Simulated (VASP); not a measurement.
Co:

```
Co
1.0
     2.29480    0.00000    0.00000
    -1.14740    1.98736    0.00000
     0.00000    0.00000    3.73290
Co
2
Direct
  0.66667 0.33333 0.75000
  0.33333 0.66667 0.25000
```

The cell isn't the ideal one: volume scaled by 0.8.

| Quantity | Value |
| --- | --- |
| Program | VASP 6.6.1 |
| Task | relaxation of cell and atoms |
| Functional | PBE |
| Potentials or basis | VASP PAW PBE potentials, release 64 (Co) |
| Cutoff | 600 eV |
| k mesh | 12 × 12 × 7 |
| Occupations | gaussian, width 0.01 eV |
| Spin | collinear spin, ferromagnetic start |
| Starting moments | [2.0, 2.0] μB |
| Hubbard terms | Co d U = 8 eV, J = 1.0 eV |

At the start: pressure 61.1 GPa; volume 8.51 Å³/atom.

Q: How do energy, volume and symmetry change on relaxing?

A: Over 11 steps the energy falls by 1352.6 meV/atom and the volume is 13.66 Å³/atom (+60.5 %); space group P6_3/mmc (No. 194, to 0.05 Å); moment 4.55 μB per cell.

The path:
| step | energy change (eV) | largest force (eV/Å) | pressure (GPa) | volume (Å³) |
| --- | --- | --- | --- | --- |
| 1 | 0.0000 | 0.0000 | 61.11 | 17.02 |
| 2 | -2.6089 | 0.0000 | 3.40 | 26.34 |
| 3 | -2.6183 | 0.0000 | 2.71 | 26.72 |
| 4 | -2.6861 | 0.0000 | 0.95 | 26.96 |
| 5 | -2.7027 | 0.0000 | 0.37 | 27.08 |
| 6 | -2.7043 | 0.0000 | 0.91 | 27.12 |
| 7 | -2.7048 | 0.0000 | 0.59 | 27.16 |
| 8 | -2.7049 | 0.0000 | 0.58 | 27.15 |
| 9 | -2.7049 | 0.0000 | 0.64 | 27.15 |
| 10 | -2.7052 | 0.0000 | -0.56 | 27.41 |
| 11 | -2.7052 | 0.0000 | 0.00 | 27.32 |

Final structure:
```cif
data_structure
_symmetry_space_group_name_H-M 'P 1'
_symmetry_Int_Tables_number 1
_cell_length_a 2.8167
_cell_length_b 2.8167
_cell_length_c 3.9770
_cell_angle_alpha 90.000
_cell_angle_beta 90.000
_cell_angle_gamma 120.000
_cell_volume 27.32
loop_
_atom_site_label
_atom_site_type_symbol
_atom_site_fract_x
_atom_site_fract_y
_atom_site_fract_z
_atom_site_occupancy
Co1 Co 0.66667 0.33333 0.75000 1
Co2 Co 0.33333 0.66667 0.25000 1
```

Caveat: the U is typed as a test and isn't derived for this compound.
